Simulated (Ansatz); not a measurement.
**PbF2: a fit and a missing row**

PbF2, Fm-3m, a = 6.000 Å. The structure is a COD entry; whether it is the stable form wasn't checked. Ansatz: PBE, PAW, 420 eV, Γ-centred 8×8×8 mesh on 3 atoms, Gaussian smearing 0.02 eV; no spin polarisation. Symmetry fixes shape and atoms, so the cell is only scaled; pressure is positive in compression.

| V (Å³/atom) | P (GPa) |
| --- | --- |
| 16.919 | 4.81 |
| 17.459 | 2.21 |
| 17.999 | 0.03 |
| 18.539 | ? |
| 19.079 | -3.35 |

Question: Take V0 = 17.999 Å³/atom, count pressures from its P0 = 0.03 GPa, fit the third-order Birch–Murnaghan form to the other rows, and predict the missing pressure.

Answer: With the Eulerian strain f = ½[(V0/V)^(2/3) − 1] and y = (P − P0)/[3f(1 + 2f)^(5/2)], the form is the line y = B0 + 1.5 B0 (B0′ − 4) f. Rows (f, y): 0.02106, 68.2; 0.01026, 67.3; -0.01905, 65.2. Means f = 0.004090, y = 66.900; Σ(Δf)² = 0.0008615, ΣΔfΔy = 0.06387; the slope is their ratio. y = 66.60 + 74.13 f GPa, so B0 = 66.6 GPa and B0′ = 4 + 2 × (74.13)/(3 × 66.60) = 4.74. At V = 18.539, f = -0.00976, y = 65.88 and P = -1.81 GPa. The run gave -1.81 GPa, the same to the digits shown.

Spin–orbit coupling is left out, which can shift energies with elements as heavy as these.

Cost: 5 runs of about 0.3 core-minutes in all, on Intel Xeon Platinum 8375C (Ice Lake) (shared hosts).